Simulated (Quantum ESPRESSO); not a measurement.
Cu:

```
Cu
1.0
     0.00000    1.80750    1.80750
     1.80750    0.00000    1.80750
     1.80750    1.80750    0.00000
Cu
1
Cartesian
  0.0000 0.0000 0.0000
```

```yaml
Program: Quantum ESPRESSO 7.5
Task: phonons and electron-phonon coupling
Functional: LDA
Potentials_or_basis: GBRV 1.5 LDA
Cutoff: 762 eV
Density_cutoff: 6095 eV
k_mesh: 12 × 12 × 12
Occupations: methfessel-paxton, width 0.272 eV
Spin: no spin polarisation
Form_of_the_LDA_correlation: PZ81
Mixing_beta: 0.5
Most_SCF_iterations: 120
SCF_threshold: 2e-10 Ry
q_mesh: 4 × 4 × 4
```

The cell and the atoms were relaxed first, to 10.92 Å³/atom (a = 2.490 Å, b = 2.490 Å, c = 2.490 Å, α = 60.00°, β = 60.00°, γ = 60.00°), and the response was taken there.

Is this structure dynamically stable at this level, and how far does the spectrum reach?

Yes, as far as this q mesh shows: no mode on the path is imaginary. The highest frequency is 277 cm⁻¹.

Phonon frequencies at the corners of the path (cm⁻¹, interpolated; i marks imaginary ones):
| point | frequencies |
| --- | --- |
| Γ | 0 0 0 |
| X | 185 185 270 |
| W | 185 230 230 |
| K | 167 216 247 |
| L | 127 127 277 |
| U | 167 216 247 |

Harmonic thermodynamics per atom at this volume (zero-point energy 33.6 meV, Debye temperature from the second moment 350 K):
```
 T (K)  free energy (meV)  entropy (k_B)  heat capacity Cv (k_B)
    50               33.4           0.22                    0.62
   100               30.8           1.04                    1.77
   200               14.8           2.58                    2.59
298.15              -11.9           3.67                    2.80
   500              -89.6           5.15                    2.93
   800             -242.1           6.54                    2.97
```

Phonon states per cell in windows of 20 cm⁻¹ (negative: imaginary):
```csv
from (cm⁻¹),total
0,0.00
20,0.01
40,0.02
60,0.05
80,0.09
100,0.17
120,0.36
140,0.43
160,0.45
180,0.31
200,0.24
220,0.18
240,0.56
260,0.12
```

Caveat: the mesh is thin for the phonons of a metal; λ from interpolated matrix elements is rough: modes that symmetry makes equal can differ by tens of percent.
